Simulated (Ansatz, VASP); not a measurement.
This is a calculation of MgI2 for VASP 6.6.1. Atoms were shifted at random by some hundredths of an Å from the given cell, which wasn't relaxed again for these runs. 

INCAR

```
PREC = Accurate ; ENCUT = 520
EDIFF = 1E-7 ; ISMEAR = -1
SIGMA = 0.05 ; LREAL = False
LASPH = True ; NELM = 80
ALGO = Normal ; ISIF = 2
LWAVE = False ; LCHARG = False
GGA = PS ; NBANDS = 15
```

File KPOINTS:

```
regular mesh
0
Gamma
  8 8 4
```

The input POSCAR:

```
MgI2
1.0
    4.1400000000      0.0000000000      0.0000000000
   -2.0700000000      3.5853451717      0.0000000000
    0.0000000000      0.0000000000      6.8800000000
I Mg
2 1
Direct
    0.6745580000      0.3387410000      0.7555090000
    0.3284130000      0.6589930000      0.2428380000
    0.0002710000     -0.0060090000     -0.0048160000
```

Potentials or basis: VASP PAW PBE potentials, release 64 (I, Mg).

Command:

```bash
$ cat potpaw_PBE.64/I/POTCAR potpaw_PBE.64/Mg/POTCAR > POTCAR
$ mpirun -np 1 vasp_std > vasp.out
```

Task: Set up the same calculation for Ansatz 0.2.0. Potentials or basis there: Ansatz PAW, cutoff 420 eV.

Result: As run (cutoffs and basis follow the program's own potentials, and thresholds, step limits or extra output files can differ):

input.yaml

```yaml
crystal:
  lattice:
    - [4.14, 0.0, 0.0]
    - [-2.07, 3.5853451717, 0.0]
    - [0.0, 0.0, 6.88]
  atoms:
    - { symbol: I, position: [0.674558, 0.338741, 0.755509] }
    - { symbol: I, position: [0.328413, 0.658993, 0.242838] }
    - { symbol: Mg, position: [0.000271, -0.006009, -0.004816] }
hamiltonian:
  xc: pbesol
  pseudopotentials: { kind: paw }
kpoints:
  mp_grid: { grid: [8, 8, 4] }
scf:
  occupations: { method: fermi_dirac, width: 0.05 }
output:
  forces: true
  stress: true
  eigenvalues: true
```

Potentials or basis: Ansatz PAW.

Command:

```console
$ ansatz run input.yaml --threads 2 --pin off --max-ram 5632MiB --backend cpu --events-out ev --progress --plain --runs-dir out
```

Both were run:

|  | VASP | Ansatz |
| --- | --- | --- |
| Pressure | -0.2 GPa | -0.2 GPa |
| Largest force | 0.166 eV/Å | 0.166 eV/Å |

Ansatz's pressure holds a Pulay term of +0.02 GPa for its cutoff of 420 eV, which the other run lacks.

The potentials hold 16 and 44 valence electrons a cell.

VASP's potentials were made for PBE. Ansatz's potentials were made for PBE.

Where Ansatz's input types no cutoff or centring, it takes its own default and a Γ-centred mesh.

The undisturbed cell isn't at this level's minimum, so the move can lower the energy.

Pressure is positive in compression.
